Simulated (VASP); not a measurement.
A run of VASP 6.6.1 is set up as follows.

INCAR

```
SYSTEM = Na16S7
  ALGO = Fast
  EDIFF = 1E-6
  ENCUT = 520
  GGA = PE
  ISIF = 2
  ISMEAR = -1
  LASPH = .True.
  LCHARG = .True.
  LELF = .True.
  LREAL = Auto
  LVHAR = .True.
  LWAVE = .False.
  NBANDS = 94
  NELECT = 152.0
  NELM = 100
  PREC = Accurate
  SIGMA = 0.01
```

The input KPOINTS:

```
k-points
0
Gamma
  3 3 3
  0 0 0
```

POSCAR

```
Na16S7
1.0
    0.0000000000      6.5470000000      6.5470000000
    6.5470000000      0.0000000000      6.5470000000
    6.5470000000      6.5470000000      0.0000000000
Na S
16 7
Direct
    0.1413998886      0.1413998886      0.1413998886
    0.1413998886      0.1413998886      0.5758003343
    0.1413998886      0.5758003343      0.1413998886
    0.1389720366      0.6203426545      0.6203426545
    0.5758003343      0.1413998886      0.1413998886
    0.6203426545      0.1389720366      0.6203426545
    0.6203426545      0.6203426545      0.1389720366
    0.6203426545      0.6203426545      0.6203426545
    0.3796573455      0.3796573455      0.3796573455
    0.3796573455      0.3796573455      0.8610279634
    0.3796573455      0.8610279634      0.3796573455
    0.4241996657      0.8586001114      0.8586001114
    0.8610279634      0.3796573455      0.3796573455
    0.8586001114      0.4241996657      0.8586001114
    0.8586001114      0.8586001114      0.4241996657
    0.8586001114      0.8586001114      0.8586001114
    0.0000000000      0.0000000000      0.5000000000
    0.0000000000      0.5000000000      0.0000000000
    0.0000000000      0.5000000000      0.5000000000
    0.5000000000      0.0000000000      0.0000000000
    0.5000000000      0.0000000000      0.5000000000
    0.5000000000      0.5000000000      0.0000000000
    0.5000000000      0.5000000000      0.5000000000
```

Potentials or basis: VASP PAW PBE potentials, release 64 (Na_pv, S).

Run with:

```sh
$ cat potpaw_PBE.64/Na_pv/POTCAR potpaw_PBE.64/S/POTCAR > POTCAR
$ mpirun -np 1 vasp_std > vasp.out
```

Q: What does it give for the band gap on the k mesh?

A: 1.72 eV, direct.

Q: What does it give for the largest force?

A: 0.003 eV/Å.

Forces in eV/Å, atoms in the order of the input:
```
Na  -0.001 -0.001 -0.001
Na   0.001  0.001 -0.001
Na   0.001 -0.001  0.001
Na   0.002 -0.002 -0.002
Na  -0.001  0.001  0.001
Na  -0.002  0.002 -0.002
Na  -0.002 -0.002  0.002
Na   0.002  0.002  0.002
Na  -0.002 -0.002 -0.002
Na   0.002  0.002 -0.002
Na   0.002 -0.002  0.002
Na   0.001 -0.001 -0.001
Na  -0.002  0.002  0.002
Na  -0.001  0.001 -0.001
Na  -0.001 -0.001  0.001
Na   0.001  0.001  0.001
S    0.000  0.000  0.000
S    0.000  0.000  0.000
S    0.000  0.000  0.000
S    0.000  0.000  0.000
S    0.000  0.000  0.000
S    0.000  0.000  0.000
S    0.000  0.000  0.000
```

Caveat: the cell carries a net charge on a neutralising background, which shifts energy and pressure; the cell is charged against a uniform background, so pressure and absolute levels hang on convention.
